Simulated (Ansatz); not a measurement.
## SCF convergence of CuO against the length of the Broyden history

Theory: DFT PBEsol, scalar-relativistic, plane waves, PAW (Ansatz).

```
Cu O
1.0
     2.87950    0.00000    0.00000
     0.03907    2.87928    0.00000
     0.01750    0.01724    5.17634
Cu O
2 2
Direct
  0.50000 0.00000 0.50000
  0.00000 0.50000 0.00000
  0.00158 0.99833 0.25011
  0.99842 0.00167 0.74989
```

```
plane-wave cutoff : 420 eV
Γ-centred k-mesh  : 14×14×8
occupation rule   : Gaussian smearing, 0.1 eV
spin treatment    : unpolarised
```

Each run starts from superposed atomic densities and uses Broyden mixing with its automatic preconditioner, at most 120 iterations and the default threshold on the density residual; only the length of the Broyden history differs.

```
length of the Broyden history iterations converged density residual (eV) at iterations 1, 3, 5
                            1          35        yes                                   33 2.8 1.1
                            2          21        yes                                  33 2.8 0.84
                            3          17        yes                                  33 2.8 0.56
                            5          15        yes                                  33 2.8 0.56
```

Cost: 4 runs of about 12 core-minutes in all, on Intel Xeon Processor @ 2.50GHz (Skylake/Cascade Lake) (shared hosts).